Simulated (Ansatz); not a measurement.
**Field gradients at the nuclei in SnS₂ at a changed volume**

The cell is an entry of the Crystallography Open Database (COD), relaxed with PBE at fixed cell and then changed (volume scaled by 0.94, ions relaxed).

```
Sn S
1.0
     3.53141    0.00000    0.00000
    -1.76570    3.05829    0.00000
     0.00000    0.00000    5.34854
Sn S
1 2
Direct
  0.00000 0.00000 0.00000
  0.66667 0.33333 0.72072
  0.33333 0.66667 0.27928
```

Atoms are numbered from 1 in the order listed; like atoms form one site, named after its first atom.

All values are calculated (Ansatz; DFT, PBE, plane waves and PAW, scalar-relativistic, 420 eV cutoff, Γ-centred 14×14×8 k-points, Fermi–Dirac smearing 0.02 eV), not measured.

Conventions: |V_zz| ≥ |V_yy| ≥ |V_xx|, η = (V_xx − V_yy)/V_zz, C_Q = eQV_zz/h.

S-33: I = 3/2, Q = -69.40 mb. Q values from Pyykkö, Mol. Phys. 116, 1328 (2018).

```
site  atoms (order as listed)     first shell  V_zz (10²¹ V/m²)     η  C_Q (MHz)
  Sn                        1   6 S at 2.53 Å              0.39  0.00          –
   S                     2, 3  3 Sn at 2.53 Å             -2.07  0.00       3.48
```

An axis of threefold or higher order runs through Sn and S, so V_zz lies along it and η is zero.

Sn has no stable isotope with a ground-state quadrupole moment in the table, so no C_Q is given.

Without spin–orbit coupling (the program notes it for Sn) the gradients can shift somewhat, as the gap is small. At this changed cell the PBE pressure is 13 GPa.

The relaxation (4 steps) took 20 s of wall time (20 s of CPU time) and 0.55 GiB at its peak, on 1 thread of Intel Xeon 6975P-C (Granite Rapids) (x86_64; 16 cores open to the job, memory cap 3.0 GiB, no GPU), a shared host with a load of 0.6 a core.
